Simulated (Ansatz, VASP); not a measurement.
# Ti in VASP and in Ansatz

File INCAR:

```
SYSTEM = Ti
ALGO = Fast
EDIFF = 1E-6
ENCUT = 520
GGA = PS
ISIF = 2
ISMEAR = 0
LASPH = .TRUE.
LCHARG = .FALSE.
LREAL = .FALSE.
LWAVE = .FALSE.
NBANDS = 12
NELM = 100
PREC = Accurate
SIGMA = 0.15
```

The input KPOINTS:

```
k-points
0
G
  20 20 20
  0 0 0
```

Contents of POSCAR:

```
Ti
1.0
    0.0000000000      2.1924000000      2.0300000000
    2.1924000000      0.0000000000      2.0300000000
    2.1924000000      2.1924000000      0.0000000000
Ti
1
Direct
    0.0000000000      0.0000000000      0.0000000000
```

Input for Ansatz:

```yaml
crystal:
  lattice:
    - [0.0, 2.1924, 2.03]
    - [2.1924, 0.0, 2.03]
    - [2.1924, 2.1924, 0.0]
  atoms:
    - { symbol: Ti, position: [0.0, 0.0, 0.0] }
basis:
  ecutwfc: 420
kpoints:
  mp_grid: { grid: [20, 20, 20] }
hamiltonian:
  xc: pbesol
scf:
  occupations: { method: gaussian, width: 0.15 }
output:
  forces: true
  stress: true
  eigenvalues: true
```

Change from the starting cell: strain +0.080 along x and y, +0.000 along z, atoms carried along.

Alike in both runs: task single point; functional PBEsol; k mesh 20 × 20 × 20; occupations gaussian, width 0.15 eV; no spin polarisation.

|  | VASP | Ansatz |
| --- | --- | --- |
| version | VASP 6.6.1 | Ansatz 0.2.0 |
| potentials or method | VASP PAW PBE potentials, release 64 (Ti_sv) | scalar-relativistic, plane waves, PAW |
| plane-wave cutoff (eV) | 520 | 420 |
| valence electrons in the cell | 12 | 12 |

VASP gave:

```
gap on the k mesh at the Fermi level (eV)       : none
pressure (GPa)                                  : -13.8
largest component of the traceless stress (GPa) : 1.46
```

What did Ansatz give for the same quantities?

gap on the k mesh at the Fermi level (eV): none; pressure (GPa): -13.6; largest component of the traceless stress (GPa): 1.47.

A gap of «none» marks a metal or a gap that the smearing closes.

Caveats: the PAW data sets were made with another functional, which shifts forces and pressure a little (VASP).
